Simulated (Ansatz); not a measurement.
# Co: the cost of one run

Program: Ansatz 0.2.0. Level of theory: DFT PBE, scalar-relativistic, plane waves, PAW. These are calculated values, not measurements.

1 further run of the same task is left out (set aside as unsound or not needed).

## 1. Starting point

Symmetry: P6_3/mmc, No. 194, hexagonal system. The conventional cell has a = 2.492 Å, b = 2.492 Å, c = 4.033 Å, α = 90.00°, β = 90.00°, γ = 120.00°. Co (site symmetry -6m2) has 12 Co at 2.48 to 2.49 Å as nearest neighbours.

As a file:

```cif
data_structure
_symmetry_space_group_name_H-M 'P 1'
_symmetry_Int_Tables_number 1
_cell_length_a 2.4922
_cell_length_b 2.4922
_cell_length_c 4.0334
_cell_angle_alpha 90.000
_cell_angle_beta 90.000
_cell_angle_gamma 120.000
_cell_volume 21.70
loop_
_atom_site_label
_atom_site_type_symbol
_atom_site_fract_x
_atom_site_fract_y
_atom_site_fract_z
_atom_site_occupancy
Co1 Co 0.33333 0.66667 0.25000 1
Co2 Co 0.66667 0.33333 0.75000 1
```

It is the result of an earlier relaxation at this level (volume 10.85 Å³/atom; gap on the mesh: none (metal), site moments up to 1.7 μB).

## 2. Zero of energy

The reference gives a free energy of -10252.3144 eV, pressure 0.09 GPa, largest force 0.000 eV/Å and gap on the mesh none (metal). It was computed beforehand with the settings of the runs below.

## 3. Breaking the symmetry

All atoms moved at random, sigma 0.05 Å a component. Displacements in the unstrained cell, with the mean shift removed:

| atom | ux (Å) | uy (Å) | uz (Å) |
| --- | --- | --- | --- |
| Co1 | 0.088 | -0.006 | 0.043 |
| Co2 | -0.088 | 0.006 | -0.043 |

## 4. The disturbed cell, one point

Contents of input.yaml:

```yaml
crystal:
  lattice:
    - [2.4922475268, 0.0, 0.0]
    - [-1.2461237634, 2.1583496707, 0.0]
    - [0.0, 0.0, 4.0333868621]
  atoms:
    - { symbol: Co, position: [0.3671609581, 0.6640285882, 0.2605954394], spin: 1.84 }
    - { symbol: Co, position: [0.6328390419, 0.3359714118, 0.7394045606], spin: 1.84 }
basis:
  ecutwfc: 420
kpoints:
  mp_grid: { grid: [18, 18, 8] }
hamiltonian:
  xc: pbe
scf:
  occupations: { method: gaussian, width: 0.15 }
output:
  forces: true
  stress: true
  eigenvalues: true
  populations: true
magnetization:
  spin_polarized: true
```

On the command line:

```bash
$ ansatz run input.yaml --threads 1 --pin off --max-ram 2560MiB --backend cpu --events-out ev --progress --plain --runs-dir out
```

**Question.** How long does this run take on 1 thread of Intel Xeon 6975P-C (Granite Rapids), shared host, and how much memory does it need?

About 73 s, with a peak of 1.2 GiB.
